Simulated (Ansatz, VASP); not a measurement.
**Two plane-wave programs on WS2**

POSCAR

```
WS2
1.0
    3.1835163552      0.0000000000      0.0000000000
   -1.5917581776      2.7570060369      0.0000000000
    0.0000000000      0.0000000000     16.9505778900
W S
1 2
Direct
    0.0000000000      0.0000000000      0.0000000000
    0.3333333333      0.6666666667      0.0920005100
    0.3333333333      0.6666666667      0.9079994900
```

INCAR.step1

```
SYSTEM = WS2
  ALGO = Normal
  EDIFF = 1E-4
  ENCUT = 520
  GGA = PE
  ISMEAR = -1
  LASPH = .TRUE.
  LCHARG = .FALSE.
  LREAL = .FALSE.
  LWAVE = .TRUE.
  NBANDS = 20
  NELM = 80
  PREC = Accurate
  SIGMA = 0.05
```

Contents of INCAR.step2:

```
SYSTEM = WS2
  ALGO = Normal
  EDIFF = 1E-7
  ENCUT = 520
  ISIF = 2
  ISMEAR = -1
  ISTART = 1
  LASPH = .TRUE.
  LCHARG = .FALSE.
  LMIXTAU = .TRUE.
  LREAL = .FALSE.
  LWAVE = .FALSE.
  METAGGA = R2SCAN
  NBANDS = 20
  NELM = 80
  PREC = Accurate
  SIGMA = 0.05
```

Contents of KPOINTS:

```
k-points
0
G
  10 10 2
  0 0 0
```

input.yaml

```yaml
crystal:
  lattice:
    - [3.1835163552, 0.0, 0.0]
    - [-1.5917581776, 2.7570060369, 0.0]
    - [0.0, 0.0, 16.95057789]
  atoms:
    - { symbol: W, position: [0.0, 0.0, 0.0] }
    - { symbol: S, position: [0.3333333333, 0.6666666667, 0.09200051] }
    - { symbol: S, position: [0.3333333333, 0.6666666667, 0.90799949] }
hamiltonian:
  xc: r2scan
  pseudopotentials: { kind: paw }
kpoints:
  mp_grid: { grid: [10, 10, 2] }
scf:
  occupations: { method: fermi_dirac, width: 0.05 }
output:
  forces: true
  stress: true
  eigenvalues: true
```

Alike in both runs: task single point; functional r2SCAN; k mesh 10 × 10 × 2; occupations fermi-dirac, width 0.05 eV; no spin polarisation.

|  | VASP | Ansatz |
| --- | --- | --- |
| version | VASP 6.6.1 | Ansatz 0.2.0 |
| potentials or method | VASP PAW PBE potentials, release 64 (W_sv, S) | Ansatz PAW |
| plane-wave cutoff (eV) | 520 | 500 |
| valence electrons in the cell | 26 | 26 |

VASP gave:

```
gap on the k mesh at the Fermi level (eV) : 2.10
least direct gap on the mesh (eV)         : 2.28
rms of the force components (eV/Å)        : 0.002
```

Estimate Ansatz's values.

gap on the k mesh at the Fermi level (eV): 2.09; least direct gap on the mesh (eV): 2.28; rms of the force components (eV/Å): 0.011.

Atom by atom the forces differ by 0.010 eV/Å (rms over components).

Caveats: spin-orbit coupling is left out, which moves the levels of the heavy elements; the PAW data sets were made with another functional, which shifts forces and pressure a little (VASP); the PAW data sets come from PBE, with cores solved anew for the run's functional, which leaves a small shift of forces and pressure (Ansatz). r2SCAN opens gaps a little over a GGA but as a rule still falls short of measured ones.
